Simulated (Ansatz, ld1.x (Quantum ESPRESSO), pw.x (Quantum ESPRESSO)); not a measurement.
phosphorus (P): does the RRKJ potential hold in the solid?

ld1.x (Quantum ESPRESSO) 7.5 input, shortened:

```
&input
   title='P', zed=15., rel=1, dft='PBE', iswitch=3,
   config='[Ne] 3s2 3p1.5'
 /
 &inputp
   pseudotype=2, tm=.false., rho0=0.001, lloc=0,
   nlcc=.true., new_core_ps=.true., rcore=1.15
 /
2
3P  2  1   1.50   0.00  1.25  1.25  0.0
3S  1  0   2.00   0.00  1.40  1.40  0.0
 &test
   configts(1)='3s2 3p1.5'
 /
```

Atomic tests: cutoffs needed: 60 Ry and 80 Ry (the cutoffs (Ry, on a coarse ladder) from which the occupation-weighted sum of valence levels, in a spherical-Bessel basis at the reference potential, stays within 10 and 1 mRy of its value at 400 Ry); ghost test: no extra level below or beside the all-electron valence levels (p, s, d, f tested) (spherical-Bessel basis up to 400 Ry, 20 bohr box); largest excitation error: +88 meV (all-electron minus pseudo) for 3s1 3p0, out of 7 test configurations.

Crystal test: sc P in pw.x 7.5, no spin, 13³ k-points, Fermi–Dirac smearing 0.01 Ry, cutoffs 100/400 Ry. The lattice is a test structure that the element need not adopt, and mesh and smearing are coarse.

pw.x input:

```
&control
  calculation='scf', prefix='x', pseudo_dir='./', outdir='./tmp', tstress=.true., disk_io='none'
/
&system
  ibrav=0, nat=1, ntyp=1, ecutwfc=100, ecutrho=400, nbnd=9,
  occupations='smearing', smearing='fd', degauss=0.01
/
&electrons
  conv_thr=1e-09, mixing_beta=0.4, electron_maxstep=70
/
ATOMIC_SPECIES
P 1.0 P.UPF
CELL_PARAMETERS angstrom
  2.44526365 0.00000000 0.00000000
  0.00000000 2.44526365 0.00000000
  0.00000000 0.00000000 2.44526365
ATOMIC_POSITIONS crystal
P 0.0000 0.0000 0.0000
K_POINTS automatic
13 13 13 0 0 0
```

```bash
pw.x < P.scf.in > P.scf.out
```

**Question.** How does the run end?

**Answer.** It converges; the pressure is 13.62 GPa against 0.27 GPa from all-electron LAPW. This is a poor potential for the solid. The log shows:

```
     number of electrons       =         5.00
     number of Kohn-Sham states=            9
     kinetic-energy cutoff     =     100.0000  Ry
     charge density cutoff     =     400.0000  Ry
     scf convergence threshold =      1.0E-09
     Exchange-correlation= PBE
     number of k points=    84  Fermi-Dirac smearing, width (Ry)=  0.0100
     iteration #  1     ecut=   100.00 Ry     beta= 0.40
     total energy              =     -17.77365398 Ry
     estimated scf accuracy    <       0.09965533 Ry
     iteration #  2     ecut=   100.00 Ry     beta= 0.40
     total energy              =     -17.76283031 Ry
     estimated scf accuracy    <       0.02638950 Ry
     iteration #  3     ecut=   100.00 Ry     beta= 0.40
     total energy              =     -17.76542109 Ry
     estimated scf accuracy    <       0.00010383 Ry
     iteration #  4     ecut=   100.00 Ry     beta= 0.40
     total energy              =     -17.76548469 Ry
     estimated scf accuracy    <       0.00006158 Ry
     iteration #  5     ecut=   100.00 Ry     beta= 0.40
     total energy              =     -17.76549202 Ry
     estimated scf accuracy    <       0.00000052 Ry
     iteration #  6     ecut=   100.00 Ry     beta= 0.40
     total energy              =     -17.76549229 Ry
     estimated scf accuracy    <       0.00000003 Ry
     iteration #  7     ecut=   100.00 Ry     beta= 0.40
     the Fermi energy is    11.3576 ev
!    total energy              =     -17.76549229 Ry
     estimated scf accuracy    <          1.7E-10 Ry
     smearing contrib. (-TS)   =      -0.00131896 Ry
     The total energy is F=E-TS. E is the sum of the following terms:
     one-electron contribution =       5.40163441 Ry
     hartree contribution      =       0.42255137 Ry
     xc contribution           =      -8.23793701 Ry
     ewald contribution        =     -15.35042210 Ry
     convergence has been achieved in   7 iterations
          total   stress  (Ry/bohr**3)                   (kbar)     P=      136.22
     Message from routine punch:
     Nothing written, as per user request (disk_io='none')
```
